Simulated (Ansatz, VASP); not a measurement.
## Two plane-wave programs on BAs

```
CELL_PARAMETERS angstrom
0.00000 2.38387 2.38387
2.38387 0.00000 2.38387
2.38387 2.38387 0.00000
ATOMIC_POSITIONS crystal
B 0.00000 0.00000 0.00000
As 0.25000 0.25000 0.25000
```

Alike in both runs: functional PBEsol; k mesh 12 × 12 × 12; occupations gaussian, width 0.02 eV; no spin polarisation.

Ansatz relaxed the structure, and its values are those at the end. VASP's run is a single point on that final structure, the one shown.

|  | VASP | Ansatz |
| --- | --- | --- |
| version | VASP 6.6.1 | Ansatz 0.2.0 |
| potentials or method | VASP PAW PBE potentials, release 64 (B, As) | scalar-relativistic, plane waves, PAW |
| plane-wave cutoff (eV) | 520 | 420 |
| valence electrons in the cell | 8 | 18 |

VASP gave:

| Item | Value |
| --- | --- |
| gap on the k mesh at the Fermi level (eV) | 1.08 |
| least direct gap on the mesh (eV) | 3.25 |
| pressure (GPa) | 0.9 |

Problem. What did Ansatz give for the same quantities?

Solution. gap on the k mesh at the Fermi level (eV): 1.09; least direct gap on the mesh (eV): 3.25; pressure (GPa): 0.0.

With one functional, cell and mesh, what is left measures potentials, basis and numerics. The two sets of potentials don't hold the same shells in valence. Ansatz warned: «pseudo_functional_mismatch».

Caveats: the PAW data sets were made with another functional, which shifts forces and pressure a little (VASP). As with any semilocal functional, this PBEsol gap is likely too small. A k mesh can miss the band edges.
